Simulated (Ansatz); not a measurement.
# NbAs (I4_1md) in Ansatz: further runs

One crystal, NbAs, is run at these levels: PBEsol; tasks: relaxation of cell and atoms.

Program: Ansatz 0.2.0. These are calculated values, not measurements. Logs are shortened: lines on timing, memory, paths and dates and some standing lists are left out, and cuts for length are marked.

## 1. The crystal as given

Symmetry: I4_1md, No. 109, tetragonal system. Conventional cell: a = 3.452 Å, b = 3.452 Å, c = 11.680 Å, α = 90.00°, β = 90.00°, γ = 90.00°. Around Nb (site symmetry 2mm) lie 6 As at 2.60 to 2.63 Å. Around As (site symmetry 2mm) lie 6 Nb at 2.60 to 2.63 Å.

## 2. Relaxation of cell and atoms, PBEsol, target pressure 20 GPa, at which the enthalpy is minimised

Input file input.yaml:

```yaml
crystal:
  lattice:
    - [-1.72585, 1.72585, 5.84]
    - [1.72585, -1.72585, 5.84]
    - [1.72585, 1.72585, -5.84]
  atoms:
    - { symbol: Nb, position: [0.5, 0.0, 0.5] }
    - { symbol: Nb, position: [0.75, 0.75, 0.0] }
    - { symbol: As, position: [0.916, 0.416, 0.5] }
    - { symbol: As, position: [0.166, 0.166, 0.0] }
hamiltonian:
  xc: pbesol
  pseudopotentials: { kind: paw }
kpoints:
  mp_grid: { grid: [11, 11, 11] }
scf:
  occupations: { method: fermi_dirac, width: 0.05 }
output:
  forces: true
  stress: true
  eigenvalues: true
relax:
  f_tol: 0.01
  max_steps: 40
  cell: { stress_tol: 0.05, p_target: 20.0 }
```

Potentials or basis: Ansatz PAW.

The run is started by

```sh
ansatz run input.yaml --threads 2 --pin off --max-ram 5632MiB --backend cpu --events-out ev --progress --plain --runs-dir out
```

Log:

```text
Warning: RAYON_NUM_THREADS=2 ignored (pool sized by the plan → 2); use --threads N
basis.fft_grid_basis auto: the FFT boxes are laid along the combinations [[1, 0, 1], [0, 1, 1], [0, 0, 1]] of the cell's own vectors, 3.452, 3.452 and 6.330 Å long. The dense box has 24×24×45 points. Along the cell's own vectors, as sized, it would have 45×45×45, 3.52 times as many. Of the 8 symmetry operations that the crystal satisfies within crystal.symmetry.tolerance (time reversal apart; of a slab, those that keep its plane) the dense box along the cell's own vectors carries 8, and the one as laid loses 6 of those. basis.fft_grid_basis: typed keeps the cell's own vectors: state it where this run's energies or levels are differenced outside the engine with another run's, or held beside a run that keeps those vectors.
Engine: ansatz 0.2.0, x86_64-unknown-linux-gnu
Pseudopotentials: kind: paw
Pseudopotential: Nb, paw, valence charge 13, recommended cutoff 420 eV (normal), Nb.paw.azcp
Pseudopotential: As, paw, valence charge 15, recommended cutoff 420 eV (normal), As.paw.azcp
Functional definition: PBEsol
  exchange = pbesol_x
  correlation = pbesol_c
Crystal: 4 atoms, lattice volume = 69.579 Å³
Basis set: ecut = 420 eV, 1371 PW (Γ), FFT grids on a1+a3, a2+a3, a3, exchange–correlation on 48×48×90 points (8 copies of the dense FFT grid, shifted against one another)
Bands: 34, of which v1, the nominal top of the filled ones, is band 28 counted from 1 (27 counted from 0)
Symmetry: 8 space group operations
Space group: I41md (ITA 109), of the structure as read, at distance tolerance 4.1e-5 Å
k-points: 126 of 1331 (time reversal used)
Non-local potential: Nb, projectors of the file, l = 0: 3, l = 1: 2, l = 2: 2, l = 3: 1
Non-local potential: As, projectors of the file, l = 0: 2, l = 1: 2, l = 2: 3, l = 3: 1
PAW form: soft (Blöchl's): semilocal exchange-correlation on the pseudo side does not see the compensation charge
PAW frozen core: Nb, regenerated for the run's functional, and the local potential with it (the file was generated under x = pbe(κ = 0.804, μ = 0.2195149727645171), c = pbe(β = 0.06672455060314922))
PAW frozen core: As, regenerated for the run's functional, and the local potential with it (the file was generated under x = pbe(κ = 0.804, μ = 0.2195149727645171), c = pbe(β = 0.06672455060314922))
PAW one-centre angular grid: Nb, 590 points (default); XC on 64 Gauss nodes
PAW one-centre angular grid: As, 590 points (default); XC on 64 Gauss nodes
Initial density: superposition of atomic densities (neutral atoms: chi_scale 0, normalization atom), corrected by the library's trained network
Initial wavefunctions: pseudopotential atomic-orbital guess
Functional: x = pbesol(κ = 0.804, μ = 0.12345679012345678), c = pbesol(β = 0.046)
SCF iter   1: F=—  HF=-18619.962165 eV  |F-HF|=—  |Δ(HF+E_count)|=         —  Δρ=8.27e-3  dr2=3.70e-2  ethr=1.77e-3  ⟨swp⟩=5.9  Hψ=17297  notcnv=0
preconditioner: auto → Kerker (q_TF=auto, 2.631 Å⁻¹)  [metal: Δε(μ)=0.023 eV  Ē_g=6.972 eV  σ=0.050 eV  W_gap=0.12  n_scr=24 (ndim 8)  ℏωp=19.9 eV  f_vac=0.000  D(μ)=0.70/eV (n_scr^D=2)]
SCF iter   2: F=—  HF=-18619.956429 eV  |F-HF|=—  |Δ(HF+E_count)|=   5.74e-3  Δρ=4.70e-3  dr2=1.17e-2  ethr=6.61e-5  ⟨swp⟩=1.2  Hψ=5345  notcnv=0
SCF iter   3: F=—  HF=-18619.954710 eV  |F-HF|=—  |Δ(HF+E_count)|=   1.72e-3  Δρ=6.41e-4  dr2=2.80e-4  ethr=2.08e-5  ⟨swp⟩=2.0  Hψ=5836  notcnv=0
SCF iter   4: F=—  HF=-18619.954676 eV  |F-HF|=—  |Δ(HF+E_count)|=   3.35e-5  Δρ=2.23e-4  dr2=3.80e-5  ethr=4.99e-7  ⟨swp⟩=2.0  Hψ=7373  notcnv=0
SCF iter   5: F=—  HF=-18619.954648 eV  |F-HF|=—  |Δ(HF+E_count)|=   2.81e-5  Δρ=7.76e-5  dr2=5.14e-6  ethr=6.78e-8  ⟨swp⟩=2.0  Hψ=7456  notcnv=0  defer=1
[... 75 lines left out ...]
E sigma→0 (E₀):  -18619.614075 eV
Entropy (-TS):   -0.005396 eV (-1.349 meV/atom)
Fermi energy:    18.363572 eV
--- Per-component energies (eV) ---
  E_band       = -371.188886
  E_kinetic    = 1013.356652
  E_local      = -4003.706017  (includes V_loc(G=0)·N_el)
  E_nonlocal   = -1092.378907
  E_hartree    = 2031.850335
  E_xc         = -514.591628
  E_vxc        = -594.523048  (∫ρ·V_xc dr)
  E_paw        = -9623.338371  (= ΣΔE_a)
  E_vpaw       = 242.361688  (= ΣTr[D̂ρ^β])
  E_aug_tail   = 0.000026  (compensation charges beyond the density's cutoff)
  E_ewald      = -6433.113741
  E_core_change = 2.310275  (= ΣΔE_core)
  E_smearing   = -0.005396  (= −TS)
  E_closure    = 0.000000  (closes the sum)
  Σ components = -18619.616772   (vs F -18619.616772, Δ=0.00e0)
--- Forces (eV/Å), atoms counted from 1 ---
  atom   1  Nb     0.00000000    -0.00000000     0.00491159
  atom   2  Nb    -0.00000000     0.00000000     0.00491159
  atom   3  As     0.00000000    -0.00000000    -0.00491167
  atom   4  As    -0.00000000    -0.00000000    -0.00491167
  max |Σ_I F_I| component: 1.48e-7 eV/Å
--- Stress (GPa, compression-positive) ---
       20.015400      -0.000000      -0.000000
       -0.000000      20.015400      -0.000000
       -0.000000      -0.000000      19.976577
  P = ⅓ Tr σ = 20.0025 GPa (200.025 kbar)
--- Band table (eV; the first three rows and the last of 126) ---
  k-point 0: bands = ["-36.3891", "-36.3346", "-17.2178", "-17.2178", "-17.1980", "-17.1935", "-17.1875", "-17.1847", "-17.1772", "-17.1757", "-17.1757", "-17.1711", "-12.7915", "-12.5789", "-12.5789", "-12.3981", "-12.3981", "-12.2784", "4.4731", "7.2310", "11.6790", "15.1991", "15.9389", "15.9389", "16.0070", "16.5313", "16.8717", "16.8717", "19.0427", "19.7919", "21.2881", "21.6913", "21.6913", "22.7215"]
  k-point 1: bands = ["-36.3849", "-36.3329", "-17.2188", "-17.2172", "-17.1970", "-17.1931", "-17.1898", "-17.1878", "-17.1770", "-17.1755", "-17.1733", "-17.1700", "-12.7774", "-12.6031", "-12.5970", "-12.4221", "-12.4136", "-12.2783", "4.7096", "7.3032", "11.7852", "14.7750", "15.6719", "15.8103", "15.8264", "16.4705", "16.9445", "17.1037", "18.7530", "19.3846", "21.1589", "21.3868", "22.1020", "22.4544"]
  k-point 2: bands = ["-36.3736", "-36.3285", "-17.2219", "-17.2146", "-17.1975", "-17.1943", "-17.1930", "-17.1912", "-17.1756", "-17.1747", "-17.1694", "-17.1673", "-12.7497", "-12.6651", "-12.6322", "-12.4812", "-12.4538", "-12.2828", "5.3415", "7.4279", "12.1971", "13.8965", "14.5357", "15.1543", "15.4913", "16.7727", "17.3095", "17.5163", "18.5967", "18.8159", "20.7427", "21.3901", "22.6737", "22.7117"]
  k-point 125: bands = ["-36.3609", "-36.3599", "-17.2215", "-17.2210", "-17.1939", "-17.1938", "-17.1879", "-17.1870", "-17.1752", "-17.1748", "-17.1722", "-17.1719", "-12.6356", "-12.5934", "-12.5396", "-12.5270", "-12.3967", "-12.3755", "5.6672", "5.6920", "14.0083", "14.2098", "14.9731", "15.3094", "15.4477", "15.9606", "17.2674", "17.8995", "19.0910", "20.0658", "20.4627", "20.7345", "22.0585", "22.2880"]
--- Relaxed structure (5 steps of the walk, 5 accepted, 1 SCFs on fresh bases) ---
  F+E_penalty+E_count = -18619.61677242 eV   max|allowed force component| = 4.912e-3 eV/Å   (the final SCF, on the basis selected at the relaxed cell)
  cell:  # Å, volume = 62.4432 Å³
    - [-1.6783923165152825, 1.6783923165152825, 5.5416392733001185]
    - [1.6783923165152825, -1.6783923165152825, 5.5416392733001185]
    - [1.6783923165152825, 1.6783923165152825, -5.5416392733001185]
  atoms:
    - { symbol: Nb, position: [0.49780765446825154, -0.0021923455317484747, 0.5] }
    - { symbol: Nb, position: [0.7478076544682516, 0.7478076544682516, -2.6549593355353657e-33] }
    - { symbol: As, position: [0.9181923455317487, 0.4181923455317485, 0.5000000000000001] }
    - { symbol: As, position: [0.16819234553174847, 0.16819234553174847, 1.8303996532989747e-33] }
```

Wall time 73 s (2 threads of Intel Xeon Platinum 8259CL at 2.50GHz (Skylake/Cascade Lake), shared host); peak memory 0.57 GiB.

Results:

- Free energy: -18619.6168 eV
- Relaxed volume: 15.61 Å³/atom
- Relaxed cell: a = 6.029 Å, b = 6.029 Å, c = 6.029 Å, α = 147.67°, β = 147.67°, γ = 46.37°
- Space group after relaxing (to 0.05 Å): I4_1md (No. 109)
- Energy change on relaxing (the enthalpy is what falls): +84.5 meV/atom
- Ionic steps: 6
- Pressure after relaxing: 20.0 GPa
- Largest force after relaxing: 0.005 eV/Å
- Band gap on the k mesh: none (metal or under the smearing width)

Forces on the atoms (eV/Å):
```
Nb   0.000  0.000  0.005
Nb   0.000  0.000  0.005
As   0.000  0.000 -0.005
As   0.000  0.000 -0.005
```

The path:
```
step  energy change (eV)  largest force (eV/Å)  volume (Å³)
   1              0.0000                0.2880        69.58
   2              0.6500                0.0318        60.47
   3              0.3037                0.0255        62.74
   4              0.3289                0.0015        62.51
   5              0.3368                0.0049        62.44
   6              0.3379                0.0049        62.44
```

Final structure:
```xyz
4
Lattice="-1.6784 1.6784 5.5416 1.6784 -1.6784 5.5416 1.6784 1.6784 -5.5416" Properties=species:S:1:pos:R:3 pbc="T T T"
Nb    0.0000    1.6784   -0.0243
Nb    0.0000    0.0000    8.2882
As    0.0000    1.6784    4.6349
As    0.0000    0.0000    1.8641
```

Caveat: the plane-wave basis is chosen anew once the cell has moved, so the energies of steps on either side of that aren't comparable; the PAW data sets come from PBE, with cores solved anew for the run's functional, which leaves a small shift of forces and pressure.

## 3. Relaxation of cell and atoms, PBEsol, target pressure 30 GPa, at which the enthalpy is minimised

input.yaml: that of step 2 with these lines changed.

```diff
@@ -21,2 +21,6 @@
   eigenvalues: true
+  write_density: true
+  write_potential: true
+  elf: true
+  volumetric_format: npy
 relax:
@@ -24,2 +28,2 @@
   max_steps: 40
-  cell: { stress_tol: 0.05, p_target: 20.0 }
+  cell: { stress_tol: 0.05, p_target: 30.0 }
```

Potentials or basis: Ansatz PAW.

The run is started by

```sh
ansatz run input.yaml --threads 2 --pin off --max-ram 5632MiB --backend cpu --events-out ev --progress --plain --runs-dir out
```

Log:

```text
Warning: RAYON_NUM_THREADS=2 ignored (pool sized by the plan → 2); use --threads N
basis.fft_grid_basis auto: the FFT boxes are laid along the combinations [[1, -1, 0], [0, 1, 0], [1, 0, 1]] of the cell's own vectors, 4.881, 6.330 and 3.452 Å long. The dense box has 36×45×24 points. Along the cell's own vectors, as sized, it would have 45×45×45, 2.34 times as many. Of the 8 symmetry operations that the crystal satisfies within crystal.symmetry.tolerance (time reversal apart; of a slab, those that keep its plane) the dense box along the cell's own vectors carries 8, and the one as laid loses 7 of those. basis.fft_grid_basis: typed keeps the cell's own vectors: state it where this run's energies or levels are differenced outside the engine with another run's, or held beside a run that keeps those vectors. Those combinations have planes normal to reciprocal vector 3, as the cell's own vectors have. Each planar average written beside output.write_density, output.write_potential has a row for each plane of the box: 24. The volumetric files lie along those combinations, not along the cell's own vectors: a cube or XSF file states them, and fields.json those of NumPy files.
[... 7 set-up lines as earlier in the session ...]
Crystal: 4 atoms, lattice volume = 69.579 Å³
Basis set: ecut = 420 eV, 1371 PW (Γ), FFT grids on a1−a2, a2, a1+a3, exchange–correlation on 72×90×48 points (8 copies of the dense FFT grid, shifted against one another)
Bands: 34, of which v1, the nominal top of the filled ones, is band 28 counted from 1 (27 counted from 0)
[... 2 set-up lines as earlier in the session ...]
k-points: 126 of 1331 (time reversal used)
[... 10 set-up lines as earlier in the session ...]
SCF iter   1: F=—  HF=-18619.962154 eV  |F-HF|=—  |Δ(HF+E_count)|=         —  Δρ=8.27e-3  dr2=3.71e-2  ethr=1.77e-3  ⟨swp⟩=5.9  Hψ=17332  notcnv=0
preconditioner: auto → Kerker (q_TF=auto, 2.631 Å⁻¹)  [metal: Δε(μ)=0.023 eV  Ē_g=6.972 eV  σ=0.050 eV  W_gap=0.12  n_scr=24 (ndim 8)  ℏωp=19.9 eV  f_vac=0.000  D(μ)=0.70/eV (n_scr^D=2)]
SCF iter   2: F=—  HF=-18619.956423 eV  |F-HF|=—  |Δ(HF+E_count)|=   5.73e-3  Δρ=4.70e-3  dr2=1.17e-2  ethr=6.62e-5  ⟨swp⟩=1.2  Hψ=5340  notcnv=0
SCF iter   3: F=—  HF=-18619.954702 eV  |F-HF|=—  |Δ(HF+E_count)|=   1.72e-3  Δρ=6.40e-4  dr2=2.77e-4  ethr=2.08e-5  ⟨swp⟩=2.0  Hψ=5823  notcnv=0
SCF iter   4: F=—  HF=-18619.954670 eV  |F-HF|=—  |Δ(HF+E_count)|=   3.13e-5  Δρ=2.04e-4  dr2=3.21e-5  ethr=4.95e-7  ⟨swp⟩=2.0  Hψ=7410  notcnv=0
SCF iter   5: F=—  HF=-18619.954648 eV  |F-HF|=—  |Δ(HF+E_count)|=   2.22e-5  Δρ=7.80e-5  dr2=5.15e-6  ethr=5.72e-8  ⟨swp⟩=2.0  Hψ=7460  notcnv=0  defer=1
SCF iter   6: F=—  HF=-18619.954647 eV  |F-HF|=—  |Δ(HF+E_count)|=   1.53e-6  Δρ=1.91e-5  dr2=3.41e-7  ethr=9.20e-9  ⟨swp⟩=2.0  Hψ=7492  notcnv=0  defer=1
[... 66 lines left out ...]
SCF 6 converged in 6 iterations: F = -18619.269337 eV  dr2 = 3.32e-12
relax step   6: F+E_penalty+E_count = -18619.26933748 eV  Δ(F+E_penalty+E_count) = +1.398e-3 eV  max|allowed force component| = 6.752e-3 eV/Å  Δτ_max = 0.0000 Å  P = +30.017 GPa  Ω = 60.204 Å³  stress off target by 2.37e-2 GPa  SCF on the basis re-selected at this cell (its energy is not comparable with the rows above)  (6 SCF iters)
basis re-selected at this cell: Δ(F+E_penalty+E_count) = +1.398e-3 eV, ΔP = -0.004 GPa vs the last step (what re-selecting the basis moved, of the pressure what is left beyond the Pulay correction that the steps carried, after the strain that the cell walked since its last selection, with what the two solves' SCF thresholds leave and, on support functions, any second-order correction that the steps lacked; it is no measure of the basis error at this ecutwfc). The dense FFT grid was sized anew with the basis: this SCF ran on 32×40×24 points, the steps before it on 36×45×24, so part of this shift can come from that change (see relax.cell in the input reference). This SCF's stress stands 2.37e-2 GPa from its target on what of the cell is left free (relax.cell.stress_tol is 5.00e-2 GPa) and its largest allowed force component is 6.75e-3 eV/Å (relax.f_tol is 1.00e-2 eV/Å): within both
SCF converged after 6 iterations
Free energy (F): -18619.269337 eV
Harris-Foulkes:  -18619.269337 eV  (|F-HF|=3.64e-12)
Internal energy: -18619.264577 eV  (E = F + TS)
E sigma→0 (E₀):  -18619.266957 eV
Entropy (-TS):   -0.004760 eV (-1.190 meV/atom)
Fermi energy:    19.152681 eV
--- Per-component energies (eV) ---
  E_band       = -328.478886
  E_kinetic    = 1019.021862
  E_local      = -3888.921114  (includes V_loc(G=0)·N_el)
  E_nonlocal   = -1092.099699
  E_hartree    = 1994.279051
  E_xc         = -516.755753
  E_vxc        = -597.353183  (∫ρ·V_xc dr)
  E_paw        = -9623.450641  (= ΣΔE_a)
  E_vpaw       = 242.315053  (= ΣTr[D̂ρ^β])
  E_aug_tail   = 0.000028  (compensation charges beyond the density's cutoff)
  E_ewald      = -6513.648586
  E_core_change = 2.310275  (= ΣΔE_core)
  E_smearing   = -0.004760  (= −TS)
  E_closure    = 0.000000  (closes the sum)
  Σ components = -18619.269337   (vs F -18619.269337, Δ=0.00e0)
--- Forces (eV/Å), atoms counted from 1 ---
  atom   1  Nb     0.00000000     0.00000000    -0.00675246
  atom   2  Nb    -0.00000000     0.00000000    -0.00675246
  atom   3  As     0.00000000     0.00000000     0.00675235
  atom   4  As    -0.00000000     0.00000000     0.00675235
  max |Σ_I F_I| component: 2.19e-7 eV/Å
--- Stress (GPa, compression-positive) ---
       30.013820      -0.000000      -0.000000
       -0.000000      30.013820       0.000000
       -0.000000      -0.000000      30.023729
  P = ⅓ Tr σ = 30.0171 GPa (300.171 kbar)
--- Band table (eV; the first three rows and the last of 126) ---
  k-point 0: bands = ["-35.5144", "-35.4472", "-16.4679", "-16.4679", "-16.4460", "-16.4418", "-16.4341", "-16.4307", "-16.4229", "-16.4206", "-16.4206", "-16.4152", "-11.9802", "-11.7240", "-11.7240", "-11.5303", "-11.5303", "-11.3803", "5.0339", "7.9716", "12.2983", "15.8631", "16.6527", "16.6527", "16.6980", "17.2865", "17.6224", "17.6224", "19.8133", "20.6328", "22.2509", "22.5932", "22.5932", "23.6710"]
  k-point 1: bands = ["-35.5095", "-35.4453", "-16.4691", "-16.4674", "-16.4448", "-16.4412", "-16.4369", "-16.4345", "-16.4224", "-16.4203", "-16.4179", "-16.4140", "-11.9638", "-11.7516", "-11.7442", "-11.5574", "-11.5474", "-11.3805", "5.2832", "8.0485", "12.3936", "15.4379", "16.3575", "16.5171", "16.5523", "17.2417", "17.6842", "17.8555", "19.5236", "20.2095", "22.0700", "22.2955", "23.0669", "23.4161"]
  k-point 2: bands = ["-35.4962", "-35.4405", "-16.4727", "-16.4645", "-16.4460", "-16.4418", "-16.4406", "-16.4390", "-16.4206", "-16.4193", "-16.4136", "-16.4110", "-11.9302", "-11.8223", "-11.7848", "-11.6243", "-11.5917", "-11.3862", "5.9476", "8.1712", "12.7971", "14.5529", "15.1776", "15.8518", "16.2435", "17.5651", "18.0400", "18.2804", "19.3927", "19.6222", "21.6391", "22.3068", "23.6998", "23.7105"]
  k-point 125: bands = ["-35.4798", "-35.4786", "-16.4726", "-16.4720", "-16.4416", "-16.4414", "-16.4346", "-16.4336", "-16.4204", "-16.4198", "-16.4162", "-16.4158", "-11.7931", "-11.7433", "-11.6866", "-11.6709", "-11.5249", "-11.5015", "6.2996", "6.3272", "14.7065", "14.9390", "15.6215", "15.9760", "16.1275", "16.6648", "18.0160", "18.6789", "19.8727", "20.9229", "21.3823", "21.6632", "23.0393", "23.3221"]
--- Relaxed structure (5 steps of the walk, 5 accepted, 1 SCFs on fresh bases) ---
  F+E_penalty+E_count = -18619.26933748 eV   max|allowed force component| = 6.752e-3 eV/Å   (the final SCF, on the basis selected at the relaxed cell)
  cell:  # Å, volume = 60.2039 Å³
    - [-1.6629340883916053, 1.6629340883916053, 5.4427043551201475]
    - [1.6629340883916053, -1.6629340883916053, 5.4427043551201475]
    - [1.6629340883916053, 1.6629340883916053, -5.4427043551201475]
  atoms:
    - { symbol: Nb, position: [0.4973918700688344, -0.0026081299311656258, 0.5] }
    - { symbol: Nb, position: [0.7473918700688342, 0.7473918700688342, -3.608592225549294e-33] }
    - { symbol: As, position: [0.9186081299311658, 0.41860812993116564, 0.5000000000000001] }
    - { symbol: As, position: [0.16860812993116564, 0.16860812993116564, 1.2576776529719033e-33] }
```

v_z.tsv:

```text
# z_ang	v_es[eV]	v_tot[eV]
# format = ansatz-planar-average/11
# xc	pbesol
# density_cutoff_ev	1680
# datasets	Nb=:simpson_from_first_knot:soft:shift=-741135	As=:simpson_from_first_knot:soft:shift=-1129921
# lattice	-1.662934088	1.662934088	5.442704355
# lattice	1.662934088	-1.662934088	5.442704355
# lattice	1.662934088	1.662934088	-5.442704355
# sites	4
# site	41	0.000000000	1.662934088	-0.028390560
# site	41	-0.000000000	0.000000000	8.135665972
# site	33	-0.000000000	1.662934088	4.556720584
# site	33	0.000000000	-0.000000000	1.835368406
0.000000	1.050161e1	-2.233214e0
0.247044	1.045989e1	-2.265046e0
0.494088	1.030339e1	-2.400573e0
0.741132	1.001698e1	-2.667134e0
0.988176	9.669528e0	-2.996239e0
1.235220	9.384705e0	-3.263095e0
[... 16 lines left out ...]
5.434970	1.030339e1	-2.400573e0
5.682014	1.045989e1	-2.265046e0
```

Run time: 97 s. Hardware: 2 threads of Intel Xeon Platinum 8259CL at 2.50GHz (Skylake/Cascade Lake), shared host; peak memory 0.6 GiB.

Results:

```yaml
Free_energy: -18619.2693 eV
Relaxed_volume: 15.05 Å³/atom
Relaxed_cell: a = 5.929 Å, b = 5.929 Å, c = 5.929 Å, α = 147.42°, β = 147.42°, γ = 46.74°
Space_group_after_relaxing_to_0.05_Å: I4_1md (No. 109)
Energy_change_on_relaxing_the_enthalpy_is_what_falls: +171.3 meV/atom
Ionic_steps: 6
Pressure_after_relaxing: 30.0 GPa
Largest_force_after_relaxing: 0.007 eV/Å
Band_gap_on_the_k_mesh: 0.02 eV, indirect (least direct gap 0.07 eV)
```

Forces on the atoms (eV/Å):
```
Nb   0.000  0.000 -0.007
Nb   0.000  0.000 -0.007
As   0.000  0.000  0.007
As   0.000  0.000  0.007
```

Step by step:
```csv
step,energy change (eV),largest force (eV/Å),volume (Å³)
1,0.0000,0.2880,69.58
2,0.6830,0.0660,60.32
3,0.7058,0.0626,60.12
4,0.6773,0.0143,60.24
5,0.6839,0.0068,60.20
6,0.6853,0.0068,60.20
```

Final structure:
```yaml
crystal:
  lattice:
    - [-1.66293, 1.66293, 5.44270]
    - [1.66293, -1.66293, 5.44270]
    - [1.66293, 1.66293, -5.44270]
  atoms:
    - { symbol: Nb, position: [0.49739, 0.99739, 0.50000] }
    - { symbol: Nb, position: [0.74739, 0.74739, 0.00000] }
    - { symbol: As, position: [0.91861, 0.41861, 0.50000] }
    - { symbol: As, position: [0.16861, 0.16861, 0.00000] }
```

Caveat: odd divisions of the mesh miss points on the zone boundary, where band edges often lie, so the gap on the mesh can be too wide; the plane-wave basis is chosen anew once the cell has moved, so the energies of steps on either side of that aren't comparable; the PAW data sets come from PBE, with cores solved anew for the run's functional, which leaves a small shift of forces and pressure. A k mesh can miss the band edges.
